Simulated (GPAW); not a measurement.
Crystal: AlRu.

```xyz
2
Lattice="2.9916 0.0000 0.0000 0.0000 2.9916 0.0000 0.0000 0.0000 2.9916" Properties=species:S:1:pos:R:3 pbc="T T T"
Ru    1.4958    1.4958    1.4958
Al    0.0000    0.0000    0.0000
```

```yaml
Program: GPAW 26.7.0
Task: relaxation of cell and atoms
Functional: BLYP
Potentials_or_basis: PAW data sets generated in the run's folder for this functional
Cutoff: 600 eV
Basis: pw
k_mesh: 9 × 9 × 9
Occupations: fermi-dirac, width 0.05 eV
Spin: no spin polarisation
```

At the start: pressure 9.3 GPa; volume 13.39 Å³/atom.

Question: Where does the relaxation end?

Answer: Over 4 steps the energy falls by 18.0 meV/atom and the volume is 14.02 Å³/atom (+4.7 %); space group Pm-3m (No. 221, to 0.05 Å).

Step by step:
| step | energy change (eV) | largest force (eV/Å) | pressure (GPa) | volume (Å³) |
| --- | --- | --- | --- | --- |
| 1 | 0.0000 | 0.0000 | 9.31 | 26.77 |
| 2 | -0.0214 | 0.0000 | 5.72 | 27.22 |
| 3 | -0.0360 | 0.0000 | 0.30 | 27.99 |
| 4 | -0.0361 | 0.0000 | 0.01 | 28.03 |

Final structure:
```cif
data_structure
_symmetry_space_group_name_H-M 'P 1'
_symmetry_Int_Tables_number 1
_cell_length_a 3.0378
_cell_length_b 3.0378
_cell_length_c 3.0378
_cell_angle_alpha 90.000
_cell_angle_beta 90.000
_cell_angle_gamma 90.000
_cell_volume 28.03
loop_
_atom_site_label
_atom_site_type_symbol
_atom_site_fract_x
_atom_site_fract_y
_atom_site_fract_z
_atom_site_occupancy
Ru1 Ru 0.50000 0.50000 0.50000 1
Al1 Al 0.00000 0.00000 0.00000 1
```

Caveat: later steps reuse the first step's grids.
